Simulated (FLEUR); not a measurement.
# Pd (Fm-3m) in FLEUR: a series of runs

Runs on Pd. Level: SCAN. Tasks: band structure, equation of state.

Program: FLEUR MaX-R8.1 (later development tree). These are calculated values, not measurements. Logs are shortened: lines on timing, memory, paths and dates and some standing lists are left out, and cuts for length are marked.

## Step 1: Starting point

Symmetry: Fm-3m, No. 225, cubic system. Conventional cell: a = 3.893 Å, b = 3.893 Å, c = 3.893 Å, α = 90.00°, β = 90.00°, γ = 90.00°. Pd (site symmetry m-3m) is surrounded by 12 Pd at 2.75 Å.

## Step 2: Band structure, SCAN

File inp.xml:

```xml
<?xml version="1.0" encoding="UTF-8" standalone="no"?>
<fleurInput fleurInputVersion="0.39">
   <comment>
      Pd                                                                                                  
   </comment>
   <calculationSetup>
      <cutoffs Kmax="4.1" Gmax="12.7" GmaxXC="12.7" numbands="0"/>
      <scfLoop itmax="80" minDistance="0.0001" maxIterBroyd="30" imix="Anderson" alpha="0.05" precondParam="0.0" spinf="2.0" sdNocoIR="T"/>
      <coreElectrons ctail="F" frcor="F" kcrel="0" coretail_lmax="0"/>
      <xcFunctional name="LibXC" relativisticCorrections="F">
         <LibXCName exchange="mgga_x_scan" correlation="mgga_c_scan"/>
         <AuxGGA exchange="117" correlation="130"/>
      </xcFunctional>
      <magnetism jspins="1"/>
      <soc l_soc="F" theta="0.0" phi="0.0" spav="F"/>
      <expertModes spex="0" secvar="F"/>
      <geometryOptimization l_f="F" forcealpha="1.0" forcemix="BFGS" epsdisp="0.00001" epsforce="0.00001"/>
      <ldaU l_linMix="F" mixParam="0.05" spinf="1.0"/>
   </calculationSetup>
   <cell>
      <bzIntegration valenceElectrons="18.0" mode="hist" fermiSmearingEnergy="0.00183747">
         <kPointListSelection listName="default-1"/>
         <!-- k-points included here -->
         <xi:include xmlns:xi="http://www.w3.org/2001/XInclude" href="kpts.xml"> </xi:include>
      </bzIntegration>
      <!-- symmetry operations included here -->
      <xi:include xmlns:xi="http://www.w3.org/2001/XInclude" href="sym.xml"> </xi:include>
      <bulkLattice scale="1.0">
         <bravaisMatrix>
            <row-1>    0.0000000000000000     3.6783519015338997     3.6783519015338997</row-1>
            <row-2>    3.6783519015338997     0.0000000000000000     3.6783519015338997</row-2>
            <row-3>    3.6783519015338997     3.6783519015338997     0.0000000000000000</row-3>
         </bravaisMatrix>
      </bulkLattice>
   </cell>
   <atomSpecies>
      <species name="Palladium (Pd)" element="Pd" atomicNumber="46">
         <mtSphere radius="2.41" gridPoints="797" logIncrement="0.016"/>
         <atomicCutoffs lmax="10" lnonsphr="10"/>
         <electronConfig flipSpins="F">
            <coreConfig>(1s1/2) (2s1/2) (2p1/2) (2p3/2) (3s1/2) (3p1/2) (3p3/2) (3d3/2) (3d5/2)</coreConfig>
            <valenceConfig>(4s1/2) (4p1/2) (4p3/2) (5s1/2) (4d3/2) (4d5/2)</valenceConfig>
            <stateOccupation state="(5s1/2)" spinUp="0.500000" spinDown="0.500000"/>
            <stateOccupation state="(4d3/2)" spinUp="1.800000" spinDown="1.800000"/>
            <stateOccupation state="(4d5/2)" spinUp="2.700000" spinDown="2.700000"/>
         </electronConfig>
         <energyParameters s="5" p="5" d="4" f="4"/>
         <lo type="SCLO" l="0" n="4" eDeriv="0"/>
         <lo type="SCLO" l="1" n="4" eDeriv="0"/>
         <lo type="SCLO" l="1" n="4" eDeriv="1"/>
         <lo type="SCLO" l="2" n="4" eDeriv="2"/>
         <lo type="SCLO" l="3" n="4" eDeriv="2"/>
      </species>
   </atomSpecies>
   <atomGroups>
      <atomGroup species="Palladium (Pd)">
         <relPos label="                   1">.0000000000 .0000000000 .0000000000</relPos>
         <force calculate="T" relaxXYZ="TTT"/>
      </atomGroup>
   </atomGroups>
   <output dos="F" band="F" slice="F">
      <checks vchk="F" cdinf="F"/>
      <bandDOS minEnergy="-.5*Htr" maxEnergy="0.5*Htr" sigma="0.015" storeEVData="T"/>
      <vacuumDOS vacdos="F" integ="F" star="F" nstars="0" locx1="0.0" locy1="0.0" locx2="0.0" locy2="0.0" nstm="0" tworkf="0.0"/>
      <unfoldingBand unfoldBand="F" supercellX="1" supercellY="1" supercellZ="1"/>
      <plotting iplot="0" polar="F">
         <plot TwoD="T" vec1="  1.0  0.0  0.0" vec2="  0.0  1.0  0.0" vec3="  0.0  0.0  1.0" zero="  0.0  0.0  0.0" file="plot"/>
      </plotting>
      <chargeDensitySlicing numkpt="0" minEigenval="0.0" maxEigenval="0.0" nnne="0" pallst="F"/>
      <specialOutput eonly="F"/>
      <moessbauerParams electricFieldGradient="T" isomerShift="T" coreHyperfine="T" valenceHyperfine="T"/>
      <magneticCircularDichroism mcd="F" energyLo="-10.0" energyUp="0.0"/>
   </output>
  <!-- We include the file relax.xml here to enable relaxations (see documentation) -->
  <xi:include xmlns:xi="http://www.w3.org/2001/XInclude" href="relax.xml"> <xi:fallback/> </xi:include>
</fleurInput>
```

File crystal.txt:

```
Pd
&input cartesian=F /
0.0000000000  1.9465000000  1.9465000000
1.9465000000  0.0000000000  1.9465000000
1.9465000000  1.9465000000  0.0000000000
1.8897261246
1.0 1.0 1.0

1
46 0.0000000000  0.0000000000  0.0000000000

&kpt div1=12 div2=12 div3=12 gamma=T /
```

File inp.xml (bands):

```
<?xml version="1.0" encoding="UTF-8" standalone="no"?>
<fleurInput fleurInputVersion="0.39">
   <comment>
      Pd                                                                                                  
   </comment>
   <calculationSetup>
      <cutoffs Kmax="4.1" Gmax="12.7" GmaxXC="12.7" numbands="0"/>
      <scfLoop itmax="80" minDistance="0.0001" maxIterBroyd="30" imix="Anderson" alpha="0.05" precondParam="0.0" spinf="2.0" sdNocoIR="T"/>
      <coreElectrons ctail="F" frcor="F" kcrel="0" coretail_lmax="0"/>
      <xcFunctional name="LibXC" relativisticCorrections="F">
         <LibXCName exchange="mgga_x_scan" correlation="mgga_c_scan"/>
         <AuxGGA exchange="117" correlation="130"/>
      </xcFunctional>
      <magnetism jspins="1"/>
      <soc l_soc="F" theta="0.0" phi="0.0" spav="F"/>
      <expertModes spex="0" secvar="F"/>
      <geometryOptimization l_f="F" forcealpha="1.0" forcemix="BFGS" epsdisp="0.00001" epsforce="0.00001"/>
      <ldaU l_linMix="F" mixParam="0.05" spinf="1.0"/>
   </calculationSetup>
   <cell>
      <bzIntegration valenceElectrons="18.0" mode="hist" fermiSmearingEnergy="0.00183747">
         <kPointListSelection listName="path-1"/>
         <!-- k-points included here -->
         <xi:include xmlns:xi="http://www.w3.org/2001/XInclude" href="kpts.xml"> </xi:include>
      </bzIntegration>
      <!-- symmetry operations included here -->
      <xi:include xmlns:xi="http://www.w3.org/2001/XInclude" href="sym.xml"> </xi:include>
      <bulkLattice scale="1.0">
         <bravaisMatrix>
            <row-1>    0.0000000000000000     3.6783519015338997     3.6783519015338997</row-1>
            <row-2>    3.6783519015338997     0.0000000000000000     3.6783519015338997</row-2>
            <row-3>    3.6783519015338997     3.6783519015338997     0.0000000000000000</row-3>
         </bravaisMatrix>
      </bulkLattice>
   </cell>
   <atomSpecies>
      <species name="Palladium (Pd)" element="Pd" atomicNumber="46">
         <mtSphere radius="2.41" gridPoints="797" logIncrement="0.016"/>
         <atomicCutoffs lmax="10" lnonsphr="10"/>
         <electronConfig flipSpins="F">
            <coreConfig>(1s1/2) (2s1/2) (2p1/2) (2p3/2) (3s1/2) (3p1/2) (3p3/2) (3d3/2) (3d5/2)</coreConfig>
            <valenceConfig>(4s1/2) (4p1/2) (4p3/2) (5s1/2) (4d3/2) (4d5/2)</valenceConfig>
            <stateOccupation state="(5s1/2)" spinUp="0.500000" spinDown="0.500000"/>
            <stateOccupation state="(4d3/2)" spinUp="1.800000" spinDown="1.800000"/>
            <stateOccupation state="(4d5/2)" spinUp="2.700000" spinDown="2.700000"/>
         </electronConfig>
         <energyParameters s="5" p="5" d="4" f="4"/>
         <lo type="SCLO" l="0" n="4" eDeriv="0"/>
         <lo type="SCLO" l="1" n="4" eDeriv="0"/>
         <lo type="SCLO" l="1" n="4" eDeriv="1"/>
         <lo type="SCLO" l="2" n="4" eDeriv="2"/>
         <lo type="SCLO" l="3" n="4" eDeriv="2"/>
      </species>
   </atomSpecies>
   <atomGroups>
      <atomGroup species="Palladium (Pd)">
         <relPos label="                   1">.0000000000 .0000000000 .0000000000</relPos>
         <force calculate="T" relaxXYZ="TTT"/>
      </atomGroup>
   </atomGroups>
   <output dos="F" band="T" slice="F">
      <checks vchk="F" cdinf="F"/>
      <bandDOS minEnergy="-.5*Htr" maxEnergy="0.5*Htr" sigma="0.015" storeEVData="T"/>
      <vacuumDOS vacdos="F" integ="F" star="F" nstars="0" locx1="0.0" locy1="0.0" locx2="0.0" locy2="0.0" nstm="0" tworkf="0.0"/>
      <unfoldingBand unfoldBand="F" supercellX="1" supercellY="1" supercellZ="1"/>
      <plotting iplot="0" polar="F">
         <plot TwoD="T" vec1="  1.0  0.0  0.0" vec2="  0.0  1.0  0.0" vec3="  0.0  0.0  1.0" zero="  0.0  0.0  0.0" file="plot"/>
      </plotting>
      <chargeDensitySlicing numkpt="0" minEigenval="0.0" maxEigenval="0.0" nnne="0" pallst="F"/>
      <specialOutput eonly="F"/>
      <moessbauerParams electricFieldGradient="T" isomerShift="T" coreHyperfine="T" valenceHyperfine="T"/>
      <magneticCircularDichroism mcd="F" energyLo="-10.0" energyUp="0.0"/>
   </output>
  <!-- We include the file relax.xml here to enable relaxations (see documentation) -->
  <xi:include xmlns:xi="http://www.w3.org/2001/XInclude" href="relax.xml"> <xi:fallback/> </xi:include>
</fleurInput>
```

Potentials or basis: all-electron, FLAPW.

Command:

```
$ inpgen -f crystal.txt -profile fastHighL
$ # inp.xml edited to the form shown
$ fleur_MPI
$ fleur_MPI   # second run, on inp.xml (bands)
```

Output:

```text
Welcome to FLEUR        (www.flapw.de)
      MaX-Release 8.1          (www.max-centre.eu)
 func_ids         267         263         267         263
 MetaGGA potential functional detected - V_tau will be computed
 Auxiliary Potential for radial basis: exchange=         117  correlation=         130
The functional 'SCAN exchange of Sun, Ruzsinszky, and Perdew' is an exchange functional, it belongs to the 'MGGA' family and is defined in the reference(s):
[1] J. Sun, A. Ruzsinszky, and J. P. Perdew.,  Phys. Rev. Lett. 115, 036402 (2015)
The functional 'SCAN correlation of Sun, Ruzsinszky, and Perdew' is a correlation functional, it belongs to the 'MGGA' family and is defined in the reference(s):
[1] J. Sun, A. Ruzsinszky, and J. P. Perdew.,  Phys. Rev. Lett. 115, 036402 (2015)
 Using same functional for VXC and EXC

 ========== k-point set info ==========
 Selected k-point list: default-1
 k-point list type: mesh
 12 x 12 x 12
 Number of k points: 72

 ------------Calculation Setup---------------------------
 Number of MPI-tasks      :            1
 Number of PE/node        :            1
 Number of OMP-threads    :            1
 Most efficient MPI parallelization for:
           1           2           3           4           6           8           9          12          18          24          36          72
 Additional eigenvalue parallelization possible
 Number of basis functions:          160
 Approximate size of matrices (H+S) per k-point:         0.000 GB
 --------------------------------------------------------
The functional 'Hammer, Hansen, and Norskov' is an exchange functional, it belongs to the 'GGA' family and is defined in the reference(s):
[1] B. Hammer, L. B. Hansen, and J. K. Nørskov.,  Phys. Rev. B 59, 7413 (1999)
The functional 'Perdew, Burke & Ernzerhof' is a correlation functional, it belongs to the 'GGA' family and is defined in the reference(s):
[1] J. P. Perdew, K. Burke, and M. Ernzerhof.,  Phys. Rev. Lett. 77, 3865 (1996)
[2] J. P. Perdew, K. Burke, and M. Ernzerhof.,  Phys. Rev. Lett. 78, 1396 (1997)
 Using same functional for VXC and EXC
 Using auxiliary GGA potential for the first iteration of MetaGGA calculation.
 Reset of history
 Reset of history
 Iteration:     1   Distance:      34.01807574 me/bohr^3
The functional 'Hammer, Hansen, and Norskov' is an exchange functional, it belongs to the 'GGA' family and is defined in the reference(s):
[1] B. Hammer, L. B. Hansen, and J. K. Nørskov.,  Phys. Rev. B 59, 7413 (1999)
The functional 'Perdew, Burke & Ernzerhof' is a correlation functional, it belongs to the 'GGA' family and is defined in the reference(s):
[1] J. P. Perdew, K. Burke, and M. Ernzerhof.,  Phys. Rev. Lett. 77, 3865 (1996)
[2] J. P. Perdew, K. Burke, and M. Ernzerhof.,  Phys. Rev. Lett. 78, 1396 (1997)
 Using same functional for VXC and EXC
 Iteration:     2   Distance:      31.79718354 me/bohr^3
The functional 'Hammer, Hansen, and Norskov' is an exchange functional, it belongs to the 'GGA' family and is defined in the reference(s):
[1] B. Hammer, L. B. Hansen, and J. K. Nørskov.,  Phys. Rev. B 59, 7413 (1999)
The functional 'Perdew, Burke & Ernzerhof' is a correlation functional, it belongs to the 'GGA' family and is defined in the reference(s):
[1] J. P. Perdew, K. Burke, and M. Ernzerhof.,  Phys. Rev. Lett. 77, 3865 (1996)
[2] J. P. Perdew, K. Burke, and M. Ernzerhof.,  Phys. Rev. Lett. 78, 1396 (1997)
 Using same functional for VXC and EXC
 Iteration:     3   Distance:      30.05797294 me/bohr^3
The functional 'Hammer, Hansen, and Norskov' is an exchange functional, it belongs to the 'GGA' family and is defined in the reference(s):
[1] B. Hammer, L. B. Hansen, and J. K. Nørskov.,  Phys. Rev. B 59, 7413 (1999)
The functional 'Perdew, Burke & Ernzerhof' is a correlation functional, it belongs to the 'GGA' family and is defined in the reference(s):
[1] J. P. Perdew, K. Burke, and M. Ernzerhof.,  Phys. Rev. Lett. 77, 3865 (1996)
[2] J. P. Perdew, K. Burke, and M. Ernzerhof.,  Phys. Rev. Lett. 78, 1396 (1997)
 Using same functional for VXC and EXC
 Iteration:     4   Distance:      10.77700650 me/bohr^3
The functional 'Hammer, Hansen, and Norskov' is an exchange functional, it belongs to the 'GGA' family and is defined in the reference(s):
[1] B. Hammer, L. B. Hansen, and J. K. Nørskov.,  Phys. Rev. B 59, 7413 (1999)
The functional 'Perdew, Burke & Ernzerhof' is a correlation functional, it belongs to the 'GGA' family and is defined in the reference(s):
[1] J. P. Perdew, K. Burke, and M. Ernzerhof.,  Phys. Rev. Lett. 77, 3865 (1996)
[2] J. P. Perdew, K. Burke, and M. Ernzerhof.,  Phys. Rev. Lett. 78, 1396 (1997)
 Using same functional for VXC and EXC
 Iteration:     5   Distance:       2.89696988 me/bohr^3
The functional 'Hammer, Hansen, and Norskov' is an exchange functional, it belongs to the 'GGA' family and is defined in the reference(s):
[... 39 lines left out ...]
 Using same functional for VXC and EXC
 Iteration:    11   Distance:       0.00097636 me/bohr^3
The functional 'Hammer, Hansen, and Norskov' is an exchange functional, it belongs to the 'GGA' family and is defined in the reference(s):
[1] B. Hammer, L. B. Hansen, and J. K. Nørskov.,  Phys. Rev. B 59, 7413 (1999)
The functional 'Perdew, Burke & Ernzerhof' is a correlation functional, it belongs to the 'GGA' family and is defined in the reference(s):
[1] J. P. Perdew, K. Burke, and M. Ernzerhof.,  Phys. Rev. Lett. 77, 3865 (1996)
[2] J. P. Perdew, K. Burke, and M. Ernzerhof.,  Phys. Rev. Lett. 78, 1396 (1997)
 Using same functional for VXC and EXC
 Iteration:    12   Distance:       0.00031239 me/bohr^3
The functional 'Hammer, Hansen, and Norskov' is an exchange functional, it belongs to the 'GGA' family and is defined in the reference(s):
[1] B. Hammer, L. B. Hansen, and J. K. Nørskov.,  Phys. Rev. B 59, 7413 (1999)
The functional 'Perdew, Burke & Ernzerhof' is a correlation functional, it belongs to the 'GGA' family and is defined in the reference(s):
[1] J. P. Perdew, K. Burke, and M. Ernzerhof.,  Phys. Rev. Lett. 77, 3865 (1996)
[2] J. P. Perdew, K. Burke, and M. Ernzerhof.,  Phys. Rev. Lett. 78, 1396 (1997)
 Using same functional for VXC and EXC
 Iteration:    13   Distance:       0.00022915 me/bohr^3
The functional 'Hammer, Hansen, and Norskov' is an exchange functional, it belongs to the 'GGA' family and is defined in the reference(s):
[1] B. Hammer, L. B. Hansen, and J. K. Nørskov.,  Phys. Rev. B 59, 7413 (1999)
The functional 'Perdew, Burke & Ernzerhof' is a correlation functional, it belongs to the 'GGA' family and is defined in the reference(s):
[1] J. P. Perdew, K. Burke, and M. Ernzerhof.,  Phys. Rev. Lett. 77, 3865 (1996)
[2] J. P. Perdew, K. Burke, and M. Ernzerhof.,  Phys. Rev. Lett. 78, 1396 (1997)
 Using same functional for VXC and EXC
 Iteration:    14   Distance:       0.00004297 me/bohr^3

 ********************************************************************
 Run finished successfully
 Stop message:
   all done
 ********************************************************************
```

Run time: 29 s. Hardware: 1 thread of Intel Xeon Platinum 8488C (Sapphire Rapids), shared host; peak memory 0.08 GiB.

What came out:

```
Free energy                                           : -137351.2584 eV
Band gap along the path                               : none (metal or under the smearing width)
Valence electrons inside the program's atomic spheres : Pd 16.64 (radii Pd 2.41 bohr)
```

Levels at the corners of the path, in eV from the Fermi level:
```tsv
point	band 7	band 8	band 9	band 10	band 11	band 12
Γ	-2.90	-2.90	-1.32	-1.32	17.75	22.65
X	-0.10	0.34	0.34	3.58	11.26	13.77
W	-3.46	-1.40	0.34	9.33	9.33	10.87
K	-1.99	-1.03	-0.13	7.47	8.51	11.33
Γ	-2.90	-2.90	-1.32	-1.32	17.75	22.65
L	-2.99	-0.02	-0.02	1.22	7.68	17.18
U	-1.99	-1.03	-0.13	7.47	8.51	11.33
W	-3.46	-1.40	0.34	9.33	9.33	10.87
L	-2.99	-0.02	-0.02	1.22	7.68	17.18
K	-1.99	-1.03	-0.13	7.47	8.51	11.33
U	-1.99	-1.03	-0.13	7.47	8.51	11.33
X	-0.10	0.34	0.34	3.58	11.26	13.77
```

Core levels (eV from the Fermi level):
```csv
atom,levels
1 Pd,"1s1/2 -24152.9, 2s1/2 -3524.5, 2p1/2 -3268.6, 2p3/2 -3109.2, 3s1/2 -634.4, 3p1/2 -533.5, 3p3/2 -505.7, 3d3/2 -327.2, 3d5/2 -321.7"
```

Caveat: the meta-GGA is that of a development version, with a GGA for the radial functions and cores and without core tails.

(Continued in part 2 of 2.)
